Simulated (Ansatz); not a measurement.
# Rh (Rhodium): the cost of one run

Computed with Ansatz 0.2.0 (DFT PBE, scalar-relativistic, plane waves, PAW, unless a step's input says otherwise).

The COD entry's cell or inner coordinates are ideal or old and differ from later refinements, so a difference from it is no clean test against experiment.

2 further runs of the same task are left out: 2 set aside as unsound or not needed.

## (1) The starting structure

The structure is cubic, space group Fm-3m (No. 225). The conventional cell has a = 3.830 Å, b = 3.830 Å, c = 3.830 Å, α = 90.00°, β = 90.00°, γ = 90.00°. Around Rh (site symmetry m-3m) lie 12 Rh at 2.71 Å.

Coordinates:

```xyz
1
Lattice="0.0000 1.9150 1.9150 1.9150 0.0000 1.9150 1.9150 1.9150 0.0000" Properties=species:S:1:pos:R:3 pbc="T T T"
Rh    0.0000    0.0000    0.0000
```

It is the result of an earlier relaxation at this level (volume 14.05 Å³/atom; gap on the mesh: none (metal)).

## (2) Cutting the slab

Planes are indexed in the bulk's conventional cell (Fm-3m (No. 225)), a = 3.830 Å, b = 3.830 Å, c = 3.830 Å, α = 90.00°, β = 90.00°, γ = 90.00°.

A (111) slab, 6.6 Å thick as cut, with 17 Å of vacuum; its outer planes are Rh (top) and Rh (bottom).

The slab as cut. Layers, bottom to top:

```
plane  atoms per cell  height over the lowest (Å)
    1             Rh3                        0.00
    2             Rh3                        2.21
    3             Rh3                        4.42
    4             Rh3                        6.63
```

## (3) Relaxing the clean slab

input.yaml

```yaml
crystal:
  lattice:
    - [4.6907459883, 0.0, 0.0]
    - [-2.3453729942, 4.0623051886, 0.0]
    - [0.0, 0.0, 23.6337165943]
  atoms:
    - { symbol: Rh, position: [0.0, 0.3333333333, 0.3596556625] }
    - { symbol: Rh, position: [0.3333333333, 0.0, 0.3596556625] }
    - { symbol: Rh, position: [0.6666666667, 0.6666666667, 0.3596556625] }
    - { symbol: Rh, position: [0.3333333333, 0.3333333333, 0.4532185542] }
    - { symbol: Rh, position: [0.6666666667, 0.0, 0.4532185542] }
    - { symbol: Rh, position: [0.0, 0.6666666667, 0.4532185542] }
    - { symbol: Rh, position: [0.6666666667, 0.3333333333, 0.5467814458] }
    - { symbol: Rh, position: [0.0, 0.0, 0.5467814458] }
    - { symbol: Rh, position: [0.3333333333, 0.6666666667, 0.5467814458] }
    - { symbol: Rh, position: [0.0, 0.3333333333, 0.6403443375] }
    - { symbol: Rh, position: [0.3333333333, 0.0, 0.6403443375] }
    - { symbol: Rh, position: [0.6666666667, 0.6666666667, 0.6403443375] }
basis:
  ecutwfc: 420
kpoints:
  mp_grid: { grid: [6, 6, 1] }
hamiltonian:
  xc: pbe
scf:
  occupations: { method: gaussian, width: 0.1 }
output:
  forces: true
  eigenvalues: true
  write_density: true
  write_potential: true
  elf: true
  volumetric_format: npy
relax:
  adjacent_minimum: "off"
  f_tol: 0.03
  max_steps: 70
  constraints: [{ sites: [0, 1, 2, 3, 4, 5] }]
efield:
  axis: 3
  dipole_correction: true
```

Launch:

```console
ansatz run input.yaml --threads 4 --pin off --max-ram 10240MiB --backend cpu --events-out ev --progress --plain --runs-dir out
```

What time and memory should one allow on 4 threads of Intel Xeon Platinum 8259CL at 2.50GHz (Skylake/Cascade Lake), shared host?

About 47 s, with a peak of 1.5 GiB.
